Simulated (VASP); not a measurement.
# TePb (Fm-3m) in VASP: further runs

Runs on TePb. Level: LDA. Tasks: relaxation of cell and atoms.

Program: VASP 6.6.1. These are calculated values, not measurements. Logs are shortened: lines on timing, memory, paths and dates and some standing lists are left out, and cuts for length are marked.

### 1 The crystal as given

The structure is cubic, space group Fm-3m (No. 225). The conventional cell has a = 6.462 Å, b = 6.462 Å, c = 6.462 Å, α = 90.00°, β = 90.00°, γ = 90.00°. Te (site symmetry m-3m) is surrounded by 6 Pb at 3.23 Å. Pb (site symmetry m-3m) is surrounded by 6 Te at 3.23 Å.

### 2 Relaxation of cell and atoms, LDA

The input, INCAR:

```
  PREC = Accurate
  ENCUT = 600
  EDIFF = 1E-6
  ISMEAR = 0
  SIGMA = 0.03
  LREAL = F
  LASPH = T
  NELM = 80
  ALGO = Normal
  ISIF = 3
  LWAVE = F
  LCHARG = F
  IBRION = 2
  NSW = 90
  EDIFFG = -0.01
```

The input, KPOINTS:

```
regular mesh
0
Gamma
  8 8 8
```

The input, POSCAR:

```
TePb
1.0
    0.0000000000      3.2310000000      3.2310000000
    3.2310000000      0.0000000000      3.2310000000
    3.2310000000      3.2310000000      0.0000000000
Te Pb
1 1
Direct
    0.5000000000      0.5000000000      0.5000000000
    0.0000000000      0.0000000000      0.0000000000
```

Potentials or basis: VASP PAW LDA potentials, release 64 (Te, Pb_d).

Command:

```sh
cat potpaw_LDA.64/Te/POTCAR potpaw_LDA.64/Pb_d/POTCAR > POTCAR
mpirun -np 1 vasp_std > vasp.out
```

OUTCAR:

```text
PREC = Accurate
   ENCUT = 600
   EDIFF = 1E-6
   ISMEAR = 0
   LREAL = F
   LASPH = T
   NELM = 80
   ISIF = 3
   IBRION = 2
   NSW = 90
   EDIFFG = -0.01

 ion  position               nearest neighbor table
   1  0.500  0.500  0.500-   2 3.23   2 3.23   2 3.23   2 3.23   2 3.23   2 3.23
   2  0.000  0.000  0.000-   1 3.23   1 3.23   1 3.23   1 3.23   1 3.23   1 3.23

  LATTYP: Found a face centered cubic cell.
 ALAT       =     6.4620000000

  Lattice vectors:

 A1 = (   0.0000000000,   3.2310000000,   3.2310000000)
 A2 = (   3.2310000000,   0.0000000000,   3.2310000000)
 A3 = (   3.2310000000,   3.2310000000,   0.0000000000)

Analysis of symmetry for initial positions (statically):
=====================================================================
 Subroutine PRICEL returns:
 Original cell was already a primitive cell.

 Routine SETGRP: Setting up the symmetry group for a
 face centered cubic supercell.

 Subroutine GETGRP returns: Found 48 space group operations
 (whereof 48 operations were pure point group operations)
 out of a pool of 48 trial point group operations.

The static configuration has the point symmetry O_h .

Analysis of symmetry for dynamics (positions and initial velocities):
=====================================================================
 Subroutine PRICEL returns:
 Original cell was already a primitive cell.

 Routine SETGRP: Setting up the symmetry group for a
 face centered cubic supercell.

 Subroutine GETGRP returns: Found 48 space group operations
 (whereof 48 operations were pure point group operations)
 out of a pool of 48 trial point group operations.

The dynamic configuration has the point symmetry O_h .

 Subroutine INISYM returns: Found 48 space group operations
 (whereof 48 operations are pure point group operations),
 and found     1 'primitive' translations

----------------------------------------------------------------------------------------

                                     Primitive cell

  volume of cell :      67.4592

  direct lattice vectors                    reciprocal lattice vectors
     0.000000000  3.231000000  3.231000000    -0.154750851  0.154750851  0.154750851
     3.231000000  0.000000000  3.231000000     0.154750851 -0.154750851  0.154750851
     3.231000000  3.231000000  0.000000000     0.154750851  0.154750851 -0.154750851

  length of vectors
     4.569324020  4.569324020  4.569324020     0.268036337  0.268036337  0.268036337

  position of ions in fractional coordinates (direct lattice)
     0.500000000  0.500000000  0.500000000
     0.000000000  0.000000000  0.000000000

  ion indices of the primitive-cell ions
   primitive index   ion index
                 1           1
                 2           2

----------------------------------------------------------------------------------------

 KPOINTS: regular mesh

Automatic generation of k-mesh.
 Grid dimensions read from file:
 generate k-points for:    8    8    8

 Generating k-lattice:

  Cartesian coordinates                     Fractional coordinates (reciprocal lattice)
    -0.019343856  0.019343856  0.019343856     0.125000000  0.000000000  0.000000000
     0.019343856 -0.019343856  0.019343856     0.000000000  0.125000000  0.000000000
     0.019343856  0.019343856 -0.019343856     0.000000000  0.000000000  0.125000000

  Length of vectors
     0.033504542  0.033504542  0.033504542

  Shift w.r.t. Gamma in fractional coordinates (k-lattice)
     0.000000000  0.000000000  0.000000000

 Subroutine IBZKPT returns following result:
 ===========================================

 Found     29 irreducible k-points:

 Following reciprocal coordinates:
            Coordinates               Weight
  0.000000  0.000000  0.000000      1.000000
  0.125000  0.000000  0.000000      8.000000
  0.250000  0.000000  0.000000      8.000000
  0.375000  0.000000  0.000000      8.000000
  0.500000  0.000000  0.000000      4.000000
  0.125000  0.125000  0.000000      6.000000
[... 16 lines left out ...]
  0.500000  0.250000  0.125000     48.000000
 -0.375000  0.250000  0.125000     24.000000
 [... further k-points ...]
   k-points           NKPTS =     29   k-points in BZ     NKDIM =     29   number of bands    NBANDS=     14
   number of dos      NEDOS =    301   number of ions     NIONS =      2
   total plane-waves  NPLWV =  64000
   dimension x,y,z NGX =    40 NGY =   40 NGZ =   40
   dimension x,y,z NGXF=    80 NGYF=   80 NGZF=   80
   ions per type =               1   1
   NGX,Y,Z   is equivalent  to a cutoff of  14.55, 14.55, 14.55 a.u.
   NGXF,Y,Z  is equivalent  to a cutoff of  29.11, 29.11, 29.11 a.u.
 SYSTEM =  unknown system
   PREC   = accura    normal or accurate (medium, high low for compatibility)
   ISTART =      0    job   : 0-new  1-cont  2-samecut
   ICHARG =      2    charge: 1-file 2-atom 10-const
   ISPIN  =      1    spin polarized calculation?
   LNONCOLLINEAR =      F non collinear calculations
   LSORBIT =      F    spin-orbit coupling
   LASPH  =      T    aspherical Exc in radial PAW
   ENCUT  =  600.0 eV  44.10 Ry    6.64 a.u.   9.13  9.13  9.13*2*pi/ulx,y,z
   NELM   =     80;   NELMIN=  2; NELMDL= -5     # of ELM steps
   EDIFF  = 0.1E-05   stopping-criterion for ELM
   LREAL  =      F    real-space projection
   EDIFFG = -.1E-01   stopping-criterion for IOM
   NSW    =     90    number of steps for IOM
   IBRION =      2    ionic relax: 0-MD 1-quasi-New 2-CG
   NFREE  =      1    steps in history (QN), initial steepest desc. (CG)
   ISIF   =      3    stress and relaxation
   ISYM   =      2    0-nonsym 1-usesym 2-fastsym
   POTIM  = 0.5000    time-step for ionic-motion
   TEBEG  =    0.0;   TEEND  =   0.0 temperature during run
   PSTRESS=    0.0 pullay stress
   NELECT =      20.0000    total number of electrons
   NUPDOWN=      -1.0000    fix difference up-down
   EMIN   =  10.00;   EMAX   =-10.00  energy-range for DOS
   EFERMI =   0.00;   METHOD = LEGACY
   ISMEAR =     0;   SIGMA  =   0.03  broadening in eV -4-tet -1-fermi 0-gaus
   EFERMI_NEDOS =   21; number of points for ismear=-14 and -15
   IALGO  =     38    algorithm
   IMIX   =      4    mixing-type and parameters
     AMIX     =   0.40;   BMIX     =  1.00
     AMIX_MAG =   1.60;   BMIX_MAG =  1.00
  volume/ion in A,a.u.               =      33.73       227.62
  Fermi-wavevector in a.u.,A,eV,Ry     =   1.091619  2.062861 16.213147  1.191633
  Thomas-Fermi vector in A             =   2.227868
   LORBIT       =      0    0 simple, 1 ext, 2 COOP (PROOUT), +10 PAW based schemes
   GGA     = CA    functional components
   LHFCALC =     F    Hartree Fock is set to
   AEXX    =    0.0000 exact exchange contribution
   IVDW    =     0    specifies the selected vdW correction
   LEPSILON=     F    determine dielectric tensor
   LRPA    =     F    only Hartree local field effects (RPA)
 conjugate gradient relaxation of ions
 non-spin polarized calculation
 Gauss-broadening in eV      SIGMA  =   0.03
  energy-cutoff  :      600.00
  volume of cell :       67.46
 maximum number of plane-waves:      2272
 NGX is ok and might be reduce to    40
   NGX = 19   NGY = 19   NGZ = 19

--------------------------------------- Ionic step        1  -------------------------------------------

 number of electron      19.9999998 magnetization

 Free energy of the ion-electron system (eV)
  ---------------------------------------------------
  ext. energy  EPLUGINS =         0.00000000
  ---------------------------------------------------
  free energy    TOTEN  =        -8.76266474 eV

  energy without entropy =       -8.76266474  energy(sigma->0) =       -8.76266474

------------------------ aborting loop because EDIFF is reached ----------------------------------------

  FORCE on cell =-STRESS in cart. coord.  units (eV):
  Direction    XX          YY          ZZ          XY          YZ          ZX
  --------------------------------------------------------------------------------------
  -------------------------------------------------------------------------------------
  Total       -0.6820050     -0.6820050     -0.6820050     -0.0000000      0.0000000      0.0000000
  in kB      -16.1978468    -16.1978468    -16.1978468     -0.0000000      0.0000000      0.0000000
  external PRESSURE =     -16.1978468 kB  Pullay stress =       0.0000000 kB
[... 57 lines left out ...]
  energy  without entropy=       -8.7730011717  energy(sigma->0) =       -8.77300117

--------------------------------------- Ionic step        3  -------------------------------------------

 number of electron      20.0000001 magnetization

 Free energy of the ion-electron system (eV)
  ---------------------------------------------------
  ext. energy  EPLUGINS =         0.00000000
  ---------------------------------------------------
  free energy    TOTEN  =        -8.77497789 eV

  energy without entropy =       -8.77497789  energy(sigma->0) =       -8.77497789

 E-fermi :   6.0841     XC(G=0):  -9.7317

 val. band max:        5.8959945388   @ k =   0.5000   0.0000   0.0000
 cond. band min:       6.4555271412   @ k =   0.5000   0.0000   0.0000
 fundamental gap:      0.5595326024
 Fermi energy:         6.0840536263

 k-point     1 :       0.0000    0.0000    0.0000
  band No.  band energies     occupation
      1     -10.8467      2.00000
      2     -10.8467      2.00000
      3     -10.8299      2.00000
      4     -10.8299      2.00000
      5     -10.8299      2.00000
      6      -6.4693      2.00000
      7       0.3060      2.00000
      8       4.4054      2.00000
      9       4.4054      2.00000
     10       4.4054      2.00000
     11       9.9157      0.00000
     12       9.9157      0.00000
     13       9.9157      0.00000
     14      11.5876      0.00000
[... 375 lines left out ...]
 k-point    24 :      -0.3750    0.2500    0.1250
  band No.  band energies     occupation
      1     -10.8825      2.00000
      2     -10.8562      2.00000
      3     -10.8231      2.00000
      4     -10.8162      2.00000
      5     -10.8065      2.00000
      6      -4.7235      2.00000
      7      -2.6603      2.00000
      8       2.8997      2.00000
      9       3.1252      2.00000
     10       5.3770      2.00000
     11       7.0765      0.00000
     12       9.4234      0.00000
     13       9.9248      0.00000
     14      12.6201      0.00000

 [... further k-points ...]
[... 5 lines left out ...]
  --------------------------------------------------------------------------------------
  -------------------------------------------------------------------------------------
  Total       -0.0025317     -0.0025317     -0.0025317     -0.0000000      0.0000000      0.0000000
  in kB       -0.0623139     -0.0623139     -0.0623139     -0.0000000      0.0000000      0.0000000
  external PRESSURE =      -0.0623139 kB  Pullay stress =       0.0000000 kB
[... 17 lines left out ...]
  FREE ENERGIE OF THE ION-ELECTRON SYSTEM (eV)
  ---------------------------------------------------
  free  energy   TOTEN  =        -8.7749778940 eV

  energy  without entropy=       -8.7749778940  energy(sigma->0) =       -8.77497789

 reached required accuracy - stopping structural energy minimisation
```

It took 50 s on 1 thread of Intel Xeon 6975P-C (Granite Rapids), shared host; peak memory 0.21 GiB.

Results:

| Item | Value |
| --- | --- |
| Free energy | -8.7750 eV |
| Relaxed volume | 32.55 Å³/atom |
| Relaxed cell | a = 4.515 Å, b = 4.515 Å, c = 4.515 Å, α = 60.00°, β = 60.00°, γ = 60.00° |
| Space group after relaxing (to 0.05 Å) | Fm-3m (No. 225) |
| Energy gained by relaxing | 6.2 meV/atom |
| Ionic steps | 3 |
| Pressure after relaxing | 0.0 GPa |
| Band gap on the k mesh | 0.56 eV, direct |

The path:
```tsv
step	energy change (eV)	largest force (eV/Å)	pressure (GPa)	volume (Å³)
1	0.0000	0.0000	-1.62	67.46
2	-0.0103	0.0000	0.71	64.18
3	-0.0123	0.0000	-0.01	65.09
```

Final structure:
```yaml
crystal:
  lattice:
    - [0.00000, 3.19278, 3.19278]
    - [3.19278, 0.00000, 3.19278]
    - [3.19278, 3.19278, 0.00000]
  atoms:
    - { symbol: Te, position: [0.50000, 0.50000, 0.50000] }
    - { symbol: Pb, position: [0.00000, 0.00000, 0.00000] }
```

Caveat: spin-orbit coupling is left out, which as a rule narrows the gap of such compounds by several tenths of an eV.

### 3 Relaxation of cell and atoms, LDA

This run uses another cell than the first one, of 32.55 Å³/atom, 0.965 times its volume.

INCAR: that of step 2 with these lines changed.

```diff
@@ -2,3 +2,3 @@
   ENCUT = 600
-  EDIFF = 1E-6
+  EDIFF = 1E-7
   ISMEAR = 0
@@ -14,2 +14,2 @@
   NSW = 90
-  EDIFFG = -0.01
+  EDIFFG = -0.005
```

KPOINTS is that of step 2.

The input, POSCAR:

```
TePb                                    
1.0
   -0.0000000000      3.1927848556      3.1927848556
    3.1927848556     -0.0000000000      3.1927848556
    3.1927848556      3.1927848556      0.0000000000
  Te              Pb            
     1     1
Direct
     0.5000000000000000    0.5000000000000000    0.5000000000000000
     0.0000000000000000    0.0000000000000000    0.0000000000000000
```

Potentials or basis: VASP PAW LDA potentials, release 64 (Te, Pb_d).

Command:

```sh
cat potpaw_LDA.64/Te/POTCAR potpaw_LDA.64/Pb_d/POTCAR > POTCAR
mpirun -np 1 vasp_std > vasp.out
```

Run time: 14 s. Hardware: 1 thread of Intel Xeon 6975P-C (Granite Rapids), shared host; peak memory 0.18 GiB.

It converged, with:

* Free energy: -8.7748 eV
* Pressure after relaxing: 0.0 GPa
* Band gap on the k mesh: 0.56 eV, direct

Final structure:
```cif
data_structure
_symmetry_space_group_name_H-M 'P 1'
_symmetry_Int_Tables_number 1
_cell_length_a 4.5153
_cell_length_b 4.5153
_cell_length_c 4.5153
_cell_angle_alpha 60.000
_cell_angle_beta 60.000
_cell_angle_gamma 60.000
_cell_volume 65.09
loop_
_atom_site_label
_atom_site_type_symbol
_atom_site_fract_x
_atom_site_fract_y
_atom_site_fract_z
_atom_site_occupancy
Te1 Te 0.50000 0.50000 0.50000 1
Pb1 Pb 0.00000 0.00000 0.00000 1
```

Levels at points of the mesh, in eV from the valence-band top:
```csv
k point,band 7,band 8,band 9,band 10,band 11,band 12,band 13,band 14
"(0.00, 0.00, 0.00)",-5.59,-1.49,-1.49,-1.49,4.02,4.02,4.02,5.69
"(0.50, 0.00, 0.00)",-8.84,-0.99,-0.99,0.00,0.56,1.11,1.11,8.33
"(0.50, 0.50, 0.00)",-7.42,-4.81,-3.03,-3.03,3.09,5.51,5.51,6.81
```

Caveat: the relaxation stopped at its first step, so nothing moved; spin-orbit coupling is left out, which as a rule narrows the gap of such compounds by several tenths of an eV. A k mesh can miss the band edges.
